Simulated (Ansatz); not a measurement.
# AlRu: an energy map of one atom

This session takes AlRu and sets out to map the energy of atom 2 (Ru) over a plane.

Computed with Ansatz 0.2.0 (DFT PBEsol, scalar-relativistic, plane waves, PAW, unless a step's input says otherwise).

**1. The structure to begin with**

Symmetry: Pm-3m, No. 221, cubic system. The conventional cell has a = 2.992 Å, b = 2.992 Å, c = 2.992 Å, α = 90.00°, β = 90.00°, γ = 90.00°. Al (site symmetry m-3m) is surrounded by 8 Ru at 2.59 Å. Around Ru (site symmetry m-3m) lie 8 Al at 2.59 Å.

As a file:

```
CELL_PARAMETERS angstrom
2.99160 0.00000 0.00000
0.00000 2.99160 0.00000
0.00000 0.00000 2.99160
ATOMIC_POSITIONS crystal
Al 0.00000 0.00000 0.00000
Ru 0.50000 0.50000 0.50000
```

No relaxation comes first: the listed cell is the starting point.

**2. The reference cell**

Reference values: F = -6342.3096 eV; pressure -3.23 GPa; largest force 0.000 eV/Å; gap on the mesh none (metal). It was computed beforehand with the settings of the runs below.

**3. Setting up an energy map of one atom**

Atom 2 (Ru) is moved by p along (0.000, 1.000, 0.000) and q along (0.000, 0.000, 1.000) (Å), all else fixed; its images in the other cells move with it. Points alike by symmetry are run once.

**4. At p = -0.300, q = -0.300**

input.yaml reads:

```yaml
crystal:
  lattice:
    - [2.9916, 0.0, 0.0]
    - [0.0, 2.9916, 0.0]
    - [0.0, 0.0, 2.9916]
  atoms:
    - { symbol: Al, position: [0.0, 0.0, 0.0] }
    - { symbol: Ru, position: [0.5, 0.3997192138, 0.3997192138] }
basis:
  ecutwfc: 420
kpoints:
  mp_grid: { grid: [16, 16, 16] }
hamiltonian:
  xc: pbesol
scf:
  occupations: { method: gaussian, width: 0.15 }
output:
  forces: true
  stress: true
  eigenvalues: true
  write_density: true
  write_potential: true
  elf: true
  volumetric_format: npy
```

Launch:

```bash
$ ansatz run input.yaml --threads 1 --pin off --max-ram 2560MiB --backend cpu --events-out ev --progress --plain --runs-dir out
```

**5. At p = -0.300, q = 0.000**

input.yaml: that of step 4 with these lines changed.

```diff
@@ -7,3 +7,3 @@
     - { symbol: Al, position: [0.0, 0.0, 0.0] }
-    - { symbol: Ru, position: [0.5, 0.3997192138, 0.3997192138] }
+    - { symbol: Ru, position: [0.5, 0.3997192138, 0.5] }
 basis:
@@ -20,5 +20 @@
   eigenvalues: true
-  write_density: true
-  write_potential: true
-  elf: true
-  volumetric_format: npy
```

**6. At p = -0.300, q = -0.150**

input.yaml: that of step 5 with these lines changed.

```diff
@@ -7,3 +7,3 @@
     - { symbol: Al, position: [0.0, 0.0, 0.0] }
-    - { symbol: Ru, position: [0.5, 0.3997192138, 0.5] }
+    - { symbol: Ru, position: [0.5, 0.3997192138, 0.4498596069] }
 basis:
```

**7. At p = -0.150, q = 0.000**

input.yaml: that of step 6 with these lines changed.

```diff
@@ -7,3 +7,3 @@
     - { symbol: Al, position: [0.0, 0.0, 0.0] }
-    - { symbol: Ru, position: [0.5, 0.3997192138, 0.4498596069] }
+    - { symbol: Ru, position: [0.5, 0.4498596069, 0.5] }
 basis:
```

**8. At p = -0.150, q = -0.150**

input.yaml: that of step 7 with these lines changed.

```diff
@@ -7,3 +7,3 @@
     - { symbol: Al, position: [0.0, 0.0, 0.0] }
-    - { symbol: Ru, position: [0.5, 0.4498596069, 0.5] }
+    - { symbol: Ru, position: [0.5, 0.4498596069, 0.4498596069] }
 basis:
```

(Steps that only read results are left out.)

What does the calculation give? Wanted: highest point; lowest point away from the origin.

The runs gave:

```
                         quantity                                       value
                    highest point  0.770 eV/cell at (p, q) = (-0.300, -0.300)
lowest point away from the origin            0.085 eV/cell at (-0.150, 0.000)
```

What this shows: No computed point lies below the origin. Read as harmonic, the points at ±0.150 Å give force constants of 7.58 eV/Å² along p and 7.58 eV/Å² along q, so the site is nearly isotropic in this plane.
